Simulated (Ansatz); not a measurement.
# Equation of state of GaAs from a dense series

```xyz
2
Lattice="0.0000 2.8268 2.8268 2.8268 0.0000 2.8268 2.8268 2.8268 0.0000" Properties=species:S:1:pos:R:3 pbc="T T T"
Ga    0.0000    0.0000    0.0000
As    4.2403    4.2403    4.2403
```

Atoms are numbered in the order listed.

The cell is COD entry 9008845, as deposited and not checked against the literature; nothing was relaxed.

These are results of DFT, LDA, all-electron LAPW, scalar-relativistic (Ansatz 0.2.0), not measurements.

Sampling and basis: a Γ-centred 11×11×11 k mesh, Fermi–Dirac smearing of 0.05 eV, basis error target 0.5 meV/atom, no spin polarisation.

The cell is scaled evenly. Fractional coordinates are held (clamped ions).

```
V (Å³/atom)  P (GPa)
     21.234     2.84
     21.686     1.09
     21.912     0.29
     22.138    -0.46
     22.364    -1.18
     22.590    -1.85
     22.815    -2.48
     23.041    -3.07
     23.267    -3.63
     23.493    -4.15
     23.945    -5.13
```

Question: Fit a third-order Birch–Murnaghan curve to the pressures.

Answer: P = (3B0/2)(y^(7/2) − y^(5/2))[1 + (3/4)(B0′ − 4)(y − 1)] with y = (V0/V)^(2/3) fits within 0.01 GPa for V0 = 21.997 Å³/atom, B0 = 74.0 GPa and B0′ = 4.79.

Question: Predict the pressure at the withheld volume, 21.246 Å³/atom.

Answer: There y = 1.0234, so the fit gives 2.79 GPa; the run gave 2.80 GPa.
